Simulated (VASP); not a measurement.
Input of a VASP 6.6.1 run:

File INCAR:

```
ALGO = Normal
EDIFF = 1E-6
EDIFFG = -0.01
ENCUT = 600
GGA = PS
IBRION = 2
ISIF = 3
ISMEAR = 0
LASPH = T
LCHARG = F
LREAL = F
LUSENCCL = F
LWAVE = F
NELM = 80
NSW = 90
PREC = Accurate
SIGMA = 0.03
```

Contents of KPOINTS:

```
k-points
0
Gamma
  6 6 6
```

The input POSCAR:

```
AlGaN2
1.0
    0.0000000000      0.0000000000     -5.0988212800
    3.1386472500      5.4362965000      0.0000000000
    3.1386472500     -5.4362965000      0.0000000000
Al Ga N
4 4 8
Direct
    0.0000000000      0.1666666700      0.3333333300
    0.0000000000      0.1666666700      0.8333333300
    0.5000000000      0.3333333300      0.6666666700
    0.5000000000      0.8333333300      0.6666666700
    0.0000000000      0.6666666700      0.3333333300
    0.0000000000      0.6666666700      0.8333333300
    0.5000000000      0.3333333300      0.1666666700
    0.5000000000      0.8333333300      0.1666666700
    0.6250000000      0.1666666700      0.3333333300
    0.6250000000      0.1666666700      0.8333333300
    0.6250000000      0.6666666700      0.3333333300
    0.6250000000      0.6666666700      0.8333333300
    0.1250000000      0.3333333300      0.6666666700
    0.1250000000      0.3333333300      0.1666666700
    0.1250000000      0.8333333300      0.6666666700
    0.1250000000      0.8333333300      0.1666666700
```

Potentials or basis: VASP PAW PBE potentials, release 64 (Al, Ga_d, N).

Launch:

```sh
$ cat potpaw_PBE.64/Al/POTCAR potpaw_PBE.64/Ga_d/POTCAR potpaw_PBE.64/N/POTCAR > POTCAR
$ mpirun -np 1 vasp_std > vasp.out
```

Problem. Estimate the relaxed volume.

Solution. 10.90 Å³/atom.

Problem. Predict the relaxed cell.

Solution. a = 5.093 Å, b = 6.290 Å, c = 6.290 Å, α = 120.03°, β = 90.03°, γ = 90.03°.

Problem. Predict the band gap on the k mesh.

Solution. 2.97 eV, direct.

Final structure:
```cif
data_structure
_symmetry_space_group_name_H-M 'P 1'
_symmetry_Int_Tables_number 1
_cell_length_a 5.0927
_cell_length_b 6.2900
_cell_length_c 6.2900
_cell_angle_alpha 120.034
_cell_angle_beta 90.032
_cell_angle_gamma 90.032
_cell_volume 174.44
loop_
_atom_site_label
_atom_site_type_symbol
_atom_site_fract_x
_atom_site_fract_y
_atom_site_fract_z
_atom_site_occupancy
Al1 Al 0.00210 0.16816 0.33524 1
Al2 Al 0.00209 0.16648 0.83193 1
Al3 Al 0.50209 0.33193 0.66648 1
Al4 Al 0.50210 0.83524 0.66816 1
Ga1 Ga 0.00152 0.66696 0.33461 1
Ga2 Ga 0.00126 0.66539 0.83140 1
Ga3 Ga 0.50126 0.33140 0.16539 1
Ga4 Ga 0.50152 0.83461 0.16696 1
N1 N 0.62965 0.17074 0.34050 1
N2 N 0.62769 0.16363 0.82654 1
N3 N 0.61895 0.66947 0.33974 1
N4 N 0.61676 0.66288 0.82632 1
N5 N 0.12769 0.32654 0.66363 1
N6 N 0.11676 0.32632 0.16288 1
N7 N 0.12965 0.84050 0.67074 1
N8 N 0.11895 0.83974 0.16947 1
```

Caveat: the PAW data sets were made with another functional, which shifts forces and pressure a little. A k mesh can miss the band edges.
